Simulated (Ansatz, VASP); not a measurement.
**One calculation of Sn, two programs**

File INCAR:

```
SYSTEM = Sn
  PREC = Accurate
  ENCUT = 520
  EDIFF = 1E-7
  ISMEAR = -1
  SIGMA = 0.05
  LREAL = .FALSE.
  LASPH = .TRUE.
  NELM = 80
  ALGO = Normal
  ISIF = 2
  LWAVE = .FALSE.
  LCHARG = .FALSE.
  NBANDS = 21
```

The input KPOINTS:

```
Automatic mesh
0
G
  5 5 5
  0 0 0
```

POSCAR

```
Sn
1.0
   -2.9401404553      2.9401404553      1.5993019889
    2.9401404553     -2.9401404553      1.5993019889
    2.9401404553      2.9401404553     -1.5993019889
Sn
2
Direct
    0.0000000000      0.0000000000      0.0000000000
    0.7500000000      0.2500000000      0.5000000000
```

Contents of input.yaml:

```yaml
crystal:
  lattice:
    - [-2.9401404553, 2.9401404553, 1.5993019889]
    - [2.9401404553, -2.9401404553, 1.5993019889]
    - [2.9401404553, 2.9401404553, -1.5993019889]
  atoms:
    - { symbol: Sn, position: [0.0, 0.0, 0.0] }
    - { symbol: Sn, position: [0.75, 0.25, 0.5] }
hamiltonian:
  xc: lda
  pseudopotentials: { kind: paw }
kpoints:
  mp_grid: { grid: [5, 5, 5] }
  band_path:
    path:
      - [[0.0, 0.0, 0.0], [0.0, 0.0, 0.5], [-0.5, 0.5, 0.5], [0.0, 0.0, 0.0], [0.3239715651, 0.3239715651, -0.3239715651], [0.25, 0.25, 0.25], [0.0, 0.5, 0.0], [-0.3239715651, 0.6760284349, 0.3239715651], [-0.5, 0.5, 0.5]]
      - [[0.0, 0.0, 0.5], [0.25, 0.25, 0.25]]
    npoints: 14
scf:
  occupations: { method: fermi_dirac, width: 0.05 }
  n_extra_bands: 6
output:
  forces: true
  stress: true
  eigenvalues: true
  fatbands: true
  write_density: true
  write_potential: true
  elf: true
  volumetric_format: npy
```

Alike in both runs: functional LDA; k mesh 5 × 5 × 5; occupations fermi-dirac, width 0.05 eV; no spin polarisation.

|  | VASP | Ansatz |
| --- | --- | --- |
| version | VASP 6.6.1 | Ansatz 0.2.0 |
| potentials or method | VASP PAW LDA potentials, release 64 (Sn_d) | Ansatz PAW |
| plane-wave cutoff (eV) | 520 | 420 |
| valence electrons in the cell | 28 | 28 |
| task | single point | band structure |

|  | VASP | Ansatz | Ansatz less VASP |
| --- | --- | --- | --- |
| gap on the k mesh at the Fermi level (eV) | none | none | - |
| pressure (GPa) | -2.4 | -2.4 | +0.03 |
| largest component of the traceless stress (GPa) | 3.53 | 3.53 | -0.001 |

A gap of «none» marks a metal or a gap that the smearing closes.

Caveats: the k mesh is coarse (spacing up to 0.45 Å⁻¹), so the values aren't converged; spin-orbit coupling is left out, which moves the levels of the heavy elements (Ansatz); the PAW data sets come from PBE, with cores solved anew for the run's functional, which leaves a small shift of forces and pressure (Ansatz).
